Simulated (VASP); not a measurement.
Set up this calculation in VASP 6.6.1, as the native input.

- Task: relaxation of cell and atoms
- Functional: PBE
- Potentials or basis: VASP PAW PBE potentials, release 64 (Ag, Cl)
- Cutoff: 600 eV
- k mesh: 8 × 8 × 8
- Occupations: gaussian, width 0.03 eV
- Spin: no spin polarisation
- Further INCAR settings: ALGO = Normal; EDIFF = 1e-07; IBRION = 2; EDIFFG = -0.005; NSW = 90; ISIF = 3

The structure of AgCl (Chlorargyrite) lies in POSCAR:

```
AgCl                                    
1.0
   -0.0000000000      2.8032189112      2.8032189112
    2.8032189112      0.0000000000      2.8032189112
    2.8032189112      2.8032189112     -0.0000000000
  Ag              Cl            
     1     1
Direct
     0.0000000000000000    0.0000000000000000    0.0000000000000000
     0.5000000000000000    0.5000000000000000    0.5000000000000000
```

One way to write it, as run:

INCAR

```
ALGO = Normal
EDIFF = 1E-7
EDIFFG = -0.005
ENCUT = 600
GGA = PE
IBRION = 2
ISIF = 3
ISMEAR = 0
LASPH = True
LCHARG = False
LREAL = False
LWAVE = False
NELM = 80
NSW = 90
PREC = Accurate
SIGMA = 0.03
```

KPOINTS

```
k-points
0
Gamma
  8 8 8
```

Potentials or basis: VASP PAW PBE potentials, release 64 (Ag, Cl).

Command:

```bash
$ cat potpaw_PBE.64/Ag/POTCAR potpaw_PBE.64/Cl/POTCAR > POTCAR
$ mpirun -np 1 vasp_std > vasp.out
```

Results of the run:

* Pressure after relaxing: 0.0 GPa
* Band gap on the k mesh: 0.92 eV, indirect (least direct gap 3.08 eV)

Caveat: the relaxation stopped at its first step, so nothing moved.

It took 17 s on 1 thread of Intel(R) Xeon(R) Platinum 8488C (Sapphire Rapids), with other jobs on the host, peak memory 0.18 GiB.
